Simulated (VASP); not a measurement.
# Pb (Fm-3m) in VASP: notebook

The runs below take Pb through band structure, with PBE.

Everything below comes from runs of VASP 6.6.1. Logs are shortened: lines on timing, memory, paths and dates and some standing lists are left out, and cuts for length are marked.

### Step 1. The structure

Symmetry: Fm-3m, No. 225, cubic system. The conventional cell has a = 4.950 Å, b = 4.950 Å, c = 4.950 Å, α = 90.00°, β = 90.00°, γ = 90.00°. Pb (site symmetry m-3m) is surrounded by 12 Pb at 3.50 Å.

### Step 2. Band structure, PBE

Input file POSCAR:

```
Pb
1.0
    0.0000000000      2.4750200000      2.4750200000
    2.4750200000      0.0000000000      2.4750200000
    2.4750200000      2.4750200000      0.0000000000
Pb
1
Direct
    0.0000000000      0.0000000000      0.0000000000
```

Input file INCAR.step1:

```
PREC = Accurate
ENCUT = 520
EDIFF = 1E-6
ISMEAR = -1
SIGMA = 0.05
LREAL = F
LASPH = T
NELM = 100
ALGO = Normal
ISIF = 2
LWAVE = F
LCHARG = T
GGA = PE
NBANDS = 13
```

Input file KPOINTS.step1:

```
regular mesh
0
Gamma
  9 9 9
```

Input file INCAR.step2:

```
PREC = Accurate
ENCUT = 520
EDIFF = 1E-6
ISMEAR = 0
SIGMA = 0.05
LREAL = F
LASPH = T
NELM = 100
ALGO = Normal
ISIF = 2
LWAVE = F
LCHARG = F
GGA = PE
NBANDS = 13
ICHARG = 11
```

Input file KPOINTS.step2:

```
path GXWKGLUWLK,UX
15
line-mode
reciprocal
 0.0000000000  0.0000000000  0.0000000000  G
 0.5000000000  0.0000000000  0.5000000000  X

 0.5000000000  0.0000000000  0.5000000000  X
 0.5000000000  0.2500000000  0.7500000000  W

 0.5000000000  0.2500000000  0.7500000000  W
 0.3750000000  0.3750000000  0.7500000000  K

 0.3750000000  0.3750000000  0.7500000000  K
 0.0000000000  0.0000000000  0.0000000000  G

 0.0000000000  0.0000000000  0.0000000000  G
 0.5000000000  0.5000000000  0.5000000000  L

 0.5000000000  0.5000000000  0.5000000000  L
 0.6250000000  0.2500000000  0.6250000000  U

 0.6250000000  0.2500000000  0.6250000000  U
 0.5000000000  0.2500000000  0.7500000000  W

 0.5000000000  0.2500000000  0.7500000000  W
 0.5000000000  0.5000000000  0.5000000000  L

 0.5000000000  0.5000000000  0.5000000000  L
 0.3750000000  0.3750000000  0.7500000000  K

 0.6250000000  0.2500000000  0.6250000000  U
 0.5000000000  0.0000000000  0.5000000000  X
```

Potentials or basis: VASP PAW PBE potentials, release 54 (Pb_d).

The run is started by

```
$ cat potpaw_PBE.54/Pb_d/POTCAR > POTCAR
$ cp INCAR.step1 INCAR
$ cp KPOINTS.step1 KPOINTS
$ mpirun -np 1 vasp_std > vasp.out
$ cp INCAR.step2 INCAR
$ cp KPOINTS.step2 KPOINTS
$ mpirun -np 1 vasp_std > vasp.out
```

OUTCAR:

```text
PREC = Accurate
   ENCUT = 520
   EDIFF = 1E-6
   ISMEAR = 0
   LREAL = F
   LASPH = T
   NELM = 100
   ISIF = 2
   GGA = PE
   ICHARG = 11

 ion  position               nearest neighbor table
   1  0.000  0.000  0.000-

  LATTYP: Found a face centered cubic cell.
 ALAT       =     4.9500400000

  Lattice vectors:

 A1 = (   0.0000000000,   2.4750200000,   2.4750200000)
 A2 = (   2.4750200000,   0.0000000000,   2.4750200000)
 A3 = (   2.4750200000,   2.4750200000,   0.0000000000)

Analysis of symmetry for initial positions (statically):
=====================================================================
 Subroutine PRICEL returns:
 Original cell was already a primitive cell.

 Routine SETGRP: Setting up the symmetry group for a
 face centered cubic supercell.

 Subroutine GETGRP returns: Found 48 space group operations
 (whereof 48 operations were pure point group operations)
 out of a pool of 48 trial point group operations.

The static configuration has the point symmetry O_h .

Analysis of symmetry for dynamics (positions and initial velocities):
=====================================================================
 Subroutine PRICEL returns:
 Original cell was already a primitive cell.

 Routine SETGRP: Setting up the symmetry group for a
 face centered cubic supercell.

 Subroutine GETGRP returns: Found 48 space group operations
 (whereof 48 operations were pure point group operations)
 out of a pool of 48 trial point group operations.

The dynamic configuration has the point symmetry O_h .

 Subroutine INISYM returns: Found 48 space group operations
 (whereof 48 operations are pure point group operations),
 and found     1 'primitive' translations

----------------------------------------------------------------------------------------

                                     Primitive cell

  volume of cell :      30.3226

  direct lattice vectors                    reciprocal lattice vectors
     0.000000000  2.475020000  2.475020000    -0.202018570  0.202018570  0.202018570
     2.475020000  0.000000000  2.475020000     0.202018570 -0.202018570  0.202018570
     2.475020000  2.475020000  0.000000000     0.202018570  0.202018570 -0.202018570

  length of vectors
     3.500206851  3.500206851  3.500206851     0.349906427  0.349906427  0.349906427

  position of ions in fractional coordinates (direct lattice)
     0.000000000  0.000000000  0.000000000

[... 76 lines left out ...]
   ISYM   =      2    0-nonsym 1-usesym 2-fastsym
   POTIM  = 0.5000    time-step for ionic-motion
   TEBEG  =    0.0;   TEEND  =   0.0 temperature during run
   PSTRESS=    0.0 pullay stress
   NELECT =      14.0000    total number of electrons
   NUPDOWN=      -1.0000    fix difference up-down
   EMIN   =  10.00;   EMAX   =-10.00  energy-range for DOS
   EFERMI =   0.00;   METHOD = LEGACY
   ISMEAR =     0;   SIGMA  =   0.05  broadening in eV -4-tet -1-fermi 0-gaus
   EFERMI_NEDOS =   21; number of points for ismear=-14 and -15
   IALGO  =     38    algorithm
   IMIX   =      4    mixing-type and parameters
     AMIX     =   0.40;   BMIX     =  1.00
     AMIX_MAG =   1.60;   BMIX_MAG =  1.00
  volume/ion in A,a.u.               =      30.32       204.63
  Fermi-wavevector in a.u.,A,eV,Ry     =   1.265306  2.391081 21.782907  1.600999
  Thomas-Fermi vector in A             =   2.398566
   LORBIT       =      0    0 simple, 1 ext, 2 COOP (PROOUT), +10 PAW based schemes
   GGA     = PE    functional components
   LHFCALC =     F    Hartree Fock is set to
   AEXX    =    0.0000 exact exchange contribution
   IVDW    =     0    specifies the selected vdW correction
   LEPSILON=     F    determine dielectric tensor
   LRPA    =     F    only Hartree local field effects (RPA)
 non-spin polarized calculation
 Gauss-broadening in eV      SIGMA  =   0.05
  energy-cutoff  :      520.00
  volume of cell :       30.32
 maximum number of plane-waves:       869
 NGX is ok and might be reduce to    28

 number of electron      13.9999999 magnetization

 Free energy of the ion-electron system (eV)
  ---------------------------------------------------
  ext. energy  EPLUGINS =         0.00000000
  ---------------------------------------------------
  free energy    TOTEN  =        -3.60410811 eV

  energy without entropy =       -3.60161528  energy(sigma->0) =       -3.60286170

 E-fermi :   6.1411     XC(G=0): -10.1859

 val. band max:        6.1197840231   @ k =   0.4196   0.3304   0.7500
 cond. band min:       6.1435164206   @ k =   0.5714   0.2500   0.6786
 fundamental gap:      0.0237323975
 Fermi energy:         6.1410841007

 k-point     1 :       0.0000    0.0000    0.0000
  band No.  band energies     occupation
      1      -9.7942      2.00000
      2      -9.7942      2.00000
      3      -9.7942      2.00000
      4      -9.6537      2.00000
      5      -9.6537      2.00000
      6      -4.4737      2.00000
      7      14.6991      0.00000
      8      14.6991      0.00000
      9      14.6991      0.00000
     10      17.0446      0.00000
     11      18.6200      0.00000
     12      19.7653      0.00000
     13      19.7653      0.00000
[... 354 lines left out ...]
  band No.  band energies     occupation
      1      -9.8758      2.00000
      2      -9.8212      2.00000
      3      -9.5824      2.00000
      4      -9.5704      2.00000
      5      -9.4855      2.00000
      6       0.6260      2.00000
      7       4.6577      2.00000
      8       7.6122      0.00000
      9       8.0642      0.00000
     10      15.3722      0.00000
     11      16.3263      0.00000
     12      22.8630      0.00000
     13      23.3924      0.00000

 [... further k-points ...]

------------------------ aborting loop because EDIFF is reached ----------------------------------------

  FORCE on cell =-STRESS in cart. coord.  units (eV):
  Direction    XX          YY          ZZ          XY          YZ          ZX
  --------------------------------------------------------------------------------------
  -------------------------------------------------------------------------------------
  Total        1.2648408      1.2648408      1.2648408     -0.0000000     -0.0000000      0.0000000
  in kB       66.8313626     66.8313626     66.8313626     -0.0000000     -0.0000000      0.0000000
  external PRESSURE =      66.8313626 kB  Pullay stress =       0.0000000 kB

 VOLUME and BASIS-vectors are now :
 -----------------------------------------------------------------------------
  energy-cutoff  :      520.00
  volume of cell :       30.32
      direct lattice vectors                 reciprocal lattice vectors
     0.000000000  2.475020000  2.475020000    -0.202018570  0.202018570  0.202018570
     2.475020000  0.000000000  2.475020000     0.202018570 -0.202018570  0.202018570
     2.475020000  2.475020000  0.000000000     0.202018570  0.202018570 -0.202018570

 POSITION                                       TOTAL-FORCE (eV/Angst)
 -----------------------------------------------------------------------------------
      0.00000      0.00000      0.00000         0.000000      0.000000      0.000000
 -----------------------------------------------------------------------------------
    total drift:                               -0.000000      0.000000      0.000000

  FREE ENERGIE OF THE ION-ELECTRON SYSTEM (eV)
  ---------------------------------------------------
  free  energy   TOTEN  =        -3.6041081147 eV

  energy  without entropy=       -3.6016152782  energy(sigma->0) =       -3.60286170
```

OSZICAR.step1:

```text
N       E                     dE             d eps       ncg     rms          rms(c)
DAV:   1     0.108018681582E+03    0.10802E+03   -0.70833E+03   930   0.126E+03
DAV:   2     0.141772924408E+01   -0.10660E+03   -0.10309E+03   950   0.313E+02
DAV:   3    -0.346415253560E+01   -0.48819E+01   -0.48629E+01  1148   0.720E+01
DAV:   4    -0.357672416145E+01   -0.11257E+00   -0.11255E+00  1134   0.118E+01
DAV:   5    -0.358199181948E+01   -0.52677E-02   -0.52674E-02  1265   0.235E+00    0.527E-01
DAV:   6    -0.357263036018E+01    0.93615E-02   -0.12947E-02  1184   0.200E+00    0.263E-01
DAV:   7    -0.357037317203E+01    0.22572E-02   -0.57311E-03  1185   0.125E+00    0.888E-02
DAV:   8    -0.357031740027E+01    0.55772E-04   -0.43162E-04  1258   0.330E-01    0.102E-02
DAV:   9    -0.357031410250E+01    0.32978E-05   -0.10553E-05  1225   0.572E-02    0.497E-03
DAV:  10    -0.357031317024E+01    0.93226E-06   -0.94112E-07   811   0.913E-03
   1 F= -.35703132E+01 E0= -.35687579E+01  d E =-.311045E-02
```

It took 26 s on 1 thread of AMD EPYC 9R45 (Zen 5), shared host; peak memory 0.16 GiB.

What came out:

```
Band gap along the path : none (metal or under the smearing width)
```

Levels at the corners of the path, in eV from the Fermi level:
```
point  band 4  band 5  band 6  band 7  band 8  band 9  band 10  band 11
    Γ  -16.79  -16.79  -11.61    7.56    7.56    7.56     9.90    11.48
    X  -16.63  -16.63   -6.58   -3.13    2.19    2.19     5.52     6.79
    X  -16.63  -16.63   -6.58   -3.13    2.19    2.19     5.52     6.79
    W  -16.75  -16.63   -6.47   -1.23   -1.23    0.41    11.00    12.31
    W  -16.75  -16.63   -6.47   -1.23   -1.23    0.41    11.00    12.31
    K  -16.73  -16.67   -6.66   -2.14   -1.08    3.12     6.61    11.49
    K  -16.73  -16.67   -6.66   -2.14   -1.08    3.12     6.61    11.49
    Γ  -16.79  -16.79  -11.61    7.56    7.56    7.56     9.90    11.48
    Γ  -16.79  -16.79  -11.61    7.56    7.56    7.56     9.90    11.48
    L  -16.66  -16.66   -7.99   -4.06    5.72    5.72     9.38     9.61
    L  -16.66  -16.66   -7.99   -4.06    5.72    5.72     9.38     9.61
    U  -16.73  -16.67   -6.66   -2.14   -1.08    3.12     6.61    11.49
    U  -16.73  -16.67   -6.66   -2.14   -1.08    3.12     6.61    11.49
    W  -16.75  -16.63   -6.47   -1.23   -1.23    0.41    11.00    12.31
    W  -16.75  -16.63   -6.47   -1.23   -1.23    0.41    11.00    12.31
    L  -16.66  -16.66   -7.99   -4.06    5.72    5.72     9.38     9.61
    L  -16.66  -16.66   -7.99   -4.06    5.72    5.72     9.38     9.61
    K  -16.73  -16.67   -6.66   -2.14   -1.08    3.12     6.61    11.49
    U  -16.73  -16.67   -6.66   -2.14   -1.08    3.12     6.61    11.49
    X  -16.63  -16.63   -6.58   -3.13    2.19    2.19     5.52     6.79
```

Caveat: the log is that of the step along the path at fixed density, whose energy, stress, charges and moments have no meaning; spin-orbit coupling is left out, which moves the levels of the heavy elements.

### Step 3. Band structure, PBE

Input file INCAR:

```
SYSTEM = Pb
PREC = Accurate
ENCUT = 500
EDIFF = 1E-7
ISMEAR = -1
SIGMA = 0.05
LREAL = .False.
LASPH = .True.
NELM = 80
ALGO = Fast
ISIF = 2
LWAVE = .False.
LCHARG = .False.
GGA = PE
NBANDS = 8
```

Input file KPOINTS:

```
regular mesh
0
Gamma
  9 9 9
  0 0 0
```

POSCAR is that of step 2.

Input file KPOINTS_OPT:

```
path GXWKGLUWLK,UX
15
line-mode
reciprocal
 0.0000000000  0.0000000000  0.0000000000  G
 0.5000000000  0.0000000000  0.5000000000  X

 0.5000000000  0.0000000000  0.5000000000  X
 0.5000000000  0.2500000000  0.7500000000  W

 0.5000000000  0.2500000000  0.7500000000  W
 0.3750000000  0.3750000000  0.7500000000  K

 0.3750000000  0.3750000000  0.7500000000  K
 0.0000000000  0.0000000000  0.0000000000  G

 0.0000000000  0.0000000000  0.0000000000  G
 0.5000000000  0.5000000000  0.5000000000  L

 0.5000000000  0.5000000000  0.5000000000  L
 0.6250000000  0.2500000000  0.6250000000  U

 0.6250000000  0.2500000000  0.6250000000  U
 0.5000000000  0.2500000000  0.7500000000  W

 0.5000000000  0.2500000000  0.7500000000  W
 0.5000000000  0.5000000000  0.5000000000  L

 0.5000000000  0.5000000000  0.5000000000  L
 0.3750000000  0.3750000000  0.7500000000  K

 0.6250000000  0.2500000000  0.6250000000  U
 0.5000000000  0.0000000000  0.5000000000  X
```

Potentials or basis: VASP PAW PBE potentials, release 54 (Pb).

The run is started by

```
$ cat potpaw_PBE.54/Pb/POTCAR > POTCAR
$ mpirun -np 1 vasp_std > vasp.out
```

It took 15 s on 1 thread of AMD EPYC 9R45 (Zen 5), shared host; peak memory 0.13 GiB.

Results (log left out):

| Item | Value |
| --- | --- |
| Free energy | -3.5816 eV |
| Pressure | 2.0 GPa |
| Band gap along the path | none (metal or under the smearing width) |

Levels at the corners of the path, in eV from the Fermi level:
```
point  band 1  band 2  band 3  band 4  band 5
    Γ  -11.59    7.59    7.59    7.59    9.95
    X   -6.57   -3.12    2.21    2.21    5.50
    X   -6.57   -3.12    2.21    2.21    5.50
    W   -6.43   -1.24   -1.24    0.40   10.87
    W   -6.43   -1.24   -1.24    0.40   10.87
    K   -6.64   -2.15   -1.10    3.14    6.56
    K   -6.64   -2.15   -1.10    3.14    6.56
    Γ  -11.59    7.59    7.59    7.59    9.95
    Γ  -11.59    7.59    7.59    7.59    9.95
    L   -8.02   -4.06    5.75    5.75    9.38
    L   -8.02   -4.06    5.75    5.75    9.38
    U   -6.64   -2.15   -1.10    3.14    6.56
    U   -6.64   -2.15   -1.10    3.14    6.56
    W   -6.43   -1.24   -1.24    0.40   10.87
    W   -6.43   -1.24   -1.24    0.40   10.87
    L   -8.02   -4.06    5.75    5.75    9.38
    L   -8.02   -4.06    5.75    5.75    9.38
    K   -6.64   -2.15   -1.10    3.14    6.56
    U   -6.64   -2.15   -1.10    3.14    6.56
    X   -6.57   -3.12    2.21    2.21    5.50
```

Caveat: spin-orbit coupling is left out, which moves the levels of the heavy elements.

### Step 4. The reference run

An earlier run on the cell as given: functional PBE; potentials or basis VASP PAW PBE potentials, release 64 (Pb_d); cutoff 520 eV; k mesh 9 × 9 × 9; occupations fermi-dirac, width 0.05 eV; no spin polarisation.

* Pressure: 2.2 GPa
* Band gap on the k mesh: none (metal or under the smearing width)

### Step 5. The runs side by side

| task | potentials or basis | cutoff (eV) | pressure (GPa) |
| --- | --- | --- | --- |
| band structure | VASP PAW PBE potentials, release 54 (Pb_d) | 520 | - |
| band structure | VASP PAW PBE potentials, release 54 (Pb) | 500 | 2.0 |
| single point | VASP PAW PBE potentials, release 64 (Pb_d) | 520 | 2.2 |

Alike in all rows: level PBE; no spin polarisation; cell as given; k mesh 9 × 9 × 9; smearing fermi-dirac 0.05 eV.

Caveats: spin-orbit coupling is left out, which moves the levels of the heavy elements (some runs).

Absolute energies hang on the potentials; compare differences alone.
